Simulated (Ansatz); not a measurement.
# As, bcc: how the functional moves the structure

All rows: Ansatz, plane waves with scalar-relativistic PAW, 420 eV (500 eV for the SCAN forms), relaxed under each functional, no dispersion correction, no zero-point motion. B₀ comes from uniform scaling at fixed shape; a dash is a value not given.

```csv
functional,V (Å³/atom),cell,B₀ (GPa),magnetic state,ΔE to grey arsenic (A7) (meV/atom)
PBE,19.04,a = 3.364 Å,80,spin not included,441
r²SCAN,18.81,a = 3.351 Å,86,spin not included,620
PBEsol,18.13,a = 3.310 Å,93,spin not included,373
LDA,17.84,a = 3.292 Å,97,spin not included,387
revPBE,19.31,a = 3.380 Å,76,spin not included,533
RPBE,19.43,a = 3.387 Å,74,spin not included,561
BLYP,21.08,a = 3.481 Å,62,spin not included,723
```

LDA gives the smallest volume and BLYP the largest.
